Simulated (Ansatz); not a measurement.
# Zn4HO4: the cost of one run

Program: Ansatz 0.2.0. Level of theory: DFT PBEsol, scalar-relativistic, plane waves, PAW. These are calculated values, not measurements.

19 further runs of the same task are left out: 19 set aside as unsound or not needed.

### Step 1. The system as given

Symmetry: P4_2/mnm, No. 136, tetragonal system. Conventional cell: a = 5.515 Å, b = 5.515 Å, c = 3.243 Å, α = 90.00°, β = 90.00°, γ = 90.00°. Zn (site symmetry m2m) has 4 O at 1.94 to 2.01 Å as nearest neighbours. O (site symmetry m2m) has 4 Zn at 1.94 to 2.01 Å as nearest neighbours.

Structure file:

```
Zn O
1.0
     5.51481    0.00000    0.00000
     0.00000    5.51481    0.00000
     0.00000    0.00000    3.24301
Zn O
4 4
Direct
  0.18207 0.18207 0.50000
  0.81793 0.81793 0.50000
  0.68207 0.31793 0.00000
  0.31793 0.68207 0.00000
  0.81800 0.18200 0.50000
  0.18200 0.81800 0.50000
  0.68200 0.68200 0.00000
  0.31800 0.31800 0.00000
```

It goes back to an entry of the Materials Project, which need not be the stable form.

This cell was relaxed beforehand with the same method: volume 12.33 Å³/atom, gap on the mesh 0.70 eV.

### Step 2. The scan

Atoms count from 1 in the order of the input.

A guest moved over a lattice plane through the rigid host; the plane is (1 0 0) of the conventional cell, half-way across the widest gap between atomic layers, origin above O5.

First coordinate, place of H9 along a1: 10 values from 0.0 to 0.9, periodic. Second coordinate, place of H9 along a2: 10 values from 0.0 to 0.9, periodic.

Nothing else is relaxed (host rigid, guest held in the plane). Points are written as (first, second).

The two vectors of the plane (Å): (0.000, -5.515, 0.000); (0.000, 0.000, -3.243).

### Step 3. Point (1/10, 2/10) of the map's two axes

Contents of input.yaml:

```yaml
crystal:
  lattice:
    - [5.5148137916, 0.0, 0.0]
    - [0.0, 5.5148137916, 0.0]
    - [0.0, 0.0, 3.2430062931]
  atoms:
    - { symbol: Zn, position: [0.182065724, 0.182065724, 0.5] }
    - { symbol: Zn, position: [0.817934276, 0.817934276, 0.5] }
    - { symbol: Zn, position: [0.682065724, 0.317934276, 0.0] }
    - { symbol: Zn, position: [0.317934276, 0.682065724, 0.0] }
    - { symbol: O, position: [0.8180023132, 0.1819976868, 0.5] }
    - { symbol: O, position: [0.1819976868, 0.8180023132, 0.5] }
    - { symbol: O, position: [0.6819976868, 0.6819976868, 0.0] }
    - { symbol: O, position: [0.3180023132, 0.3180023132, 0.0] }
    - { symbol: H, position: [1.0000405349, 0.0819976868, 0.3] }
basis:
  ecutwfc: 420
kpoints:
  mp_grid: { grid: [4, 4, 8] }
hamiltonian:
  xc: pbesol
  pseudopotentials: { kind: paw, azcp: { folder: soft_1 } }
scf:
  occupations: { method: gaussian, width: 0.05 }
output:
  forces: true
  stress: true
  eigenvalues: true
  write_density: true
  write_potential: true
  elf: true
  volumetric_format: npy
```

The run is started by

```bash
$ ansatz run input.yaml --threads 4 --pin off --max-ram 8192MiB --backend cpu --events-out ev --progress --plain --runs-dir out
```

Q: Estimate wall time and peak memory on 4 threads of Arm Neoverse N1, shared host.

About 28 s, with a peak of 0.52 GiB.
